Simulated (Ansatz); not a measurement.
Runs of Ansatz 0.2.0 on Ta2S. Symmetry: P4/mmm, No. 123, tetragonal system. Conventional cell: a = 2.805 Å, b = 2.805 Å, c = 7.534 Å, α = 90.00°, β = 90.00°, γ = 90.00°. Ta (site symmetry 4mm) has 1 S at 2.37 Å as nearest neighbours. S (site symmetry 4/mmm) has 2 Ta at 2.37 Å as nearest neighbours. The cell was built by a generator and needn't be a form met in nature.

```tsv
task	spin	cell	points for each segment of the path	gap on the mesh (eV)	pressure (GPa)	relaxed volume (Å³/atom)	largest force (eV/Å)
band structure	off	as given	14	none	-8.7	-	0.12
band structure	SOC, no magnetisation	as given	14	none	-8.7	-	0.12
relaxation of cell and atoms	off	relaxed	-	none	0.0	18.38	-
relaxation of cell and atoms	SOC, no magnetisation	relaxed	-	none	0.0	(a)	-
```

Alike in all rows: level LDA; potentials or basis Ansatz PAW; k mesh 7 × 7 × 3; cutoff (eV) 420; smearing fermi-dirac 0.05 eV.

Q: Fill in the values left out.

A: (a) 18.37.

Caveats: the PAW data sets come from PBE, with cores solved anew for the run's functional, which leaves a small shift of forces and pressure; the plane-wave basis is chosen anew once the cell has moved, so the energies of steps on either side of that aren't comparable (some runs); spin-orbit coupling is left out, which moves the levels of the heavy elements (some runs).

A k mesh can miss the band edges, and rows without SOC leave out spin-orbit coupling on Ta.

A gap of «none» marks a metal or a gap under the smearing width.

Runs at the PBE level aren't shown here.
